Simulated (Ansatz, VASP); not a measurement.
**One calculation of In, two programs**

```
In
1.0
     2.97149    0.00000    0.00000
     0.00000    2.97149    0.00000
     0.00000    0.00000    2.97149
In
1
Direct
  0.00000 0.00000 0.00000
```

Alike in both runs: task single point; functional LDA; k mesh 11 × 11 × 11; occupations fermi-dirac, width 0.1 eV; non-collinear spin, spin-orbit coupling.

```csv
,VASP,Ansatz
version,VASP 6.6.1,Ansatz 0.2.0
potentials or method,"VASP PAW LDA potentials, release 64 (In_d)","plane waves (420 eV) with PAW, fully relativistic with spin-orbit coupling"
plane-wave cutoff (eV),520,420
valence electrons in the cell,13,13
```

|  | VASP | Ansatz | Ansatz less VASP |
| --- | --- | --- | --- |
| net moment per atom (μB) | 0.00 | 0.00 | 0.000 |

Ansatz warned: «pseudo_functional_mismatch».
